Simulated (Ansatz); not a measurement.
# Random displacements in MgO

Level of theory: DFT PBEsol, scalar-relativistic, plane waves, PAW in Ansatz. Settings: plane waves to 420 eV, k-mesh 6×6×6 (Γ-centred), Gaussian smearing 0.05 eV. No spin polarisation. Energies are free energies at this smearing, counted from the undisturbed cell; pressure is positive in compression.

Reference structure (relaxed at this level):

```
CELL_PARAMETERS angstrom
4.21421 0.00000 0.00000
0.00000 -4.21421 0.00000
0.00000 0.00000 -4.21421
ATOMIC_POSITIONS crystal
Mg 0.00000 0.00000 0.00000
Mg 0.50000 0.50000 0.00000
Mg 0.50000 0.00000 0.50000
Mg 0.00000 0.50000 0.50000
O 0.50000 0.00000 0.00000
O 0.00000 0.50000 0.00000
O 0.00000 0.00000 0.50000
O 0.50000 0.50000 0.50000
```

The atoms are displaced (Å, in the unstrained cell):

| atom | ux | uy | uz |
| --- | --- | --- | --- |
| Mg1 | -0.047 | -0.059 | 0.051 |
| Mg2 | 0.180 | 0.055 | -0.005 |
| Mg3 | -0.022 | -0.094 | -0.091 |
| Mg4 | 0.046 | -0.020 | 0.063 |
| O5 | -0.164 | -0.030 | 0.067 |
| O6 | -0.065 | 0.117 | 0.003 |
| O7 | 0.161 | 0.047 | 0.048 |
| O8 | -0.090 | -0.016 | -0.135 |

Strain (Voigt, engineering shear): (0.0659, -0.0559, 0.0150, 0.0171, -0.1289, 0.1402).

What are the energy change, the stress and the forces?

ΔE = 288.9 meV/atom; stress (xx, yy, zz, yz, xz, xy; compression positive) (0.42, 20.51, -0.23, 2.21, 12.20, -17.19) GPa; gap on the mesh 3.31 eV.
```
atom Fx (eV/Å) Fy Fz
 Mg1       1.13   1.93  -0.08
 Mg2      -1.52  -1.18  -0.25
 Mg3      -0.44   1.33   0.70
 Mg4       0.56   0.57  -0.13
  O5       1.41   1.24  -0.96
  O6      -0.63  -2.27  -0.21
  O7      -1.72  -0.85  -0.36
  O8       1.22  -0.76   1.28
```

Cost: 1 run of about 0.48 core-minutes, on Arm Neoverse V1 (shared hosts).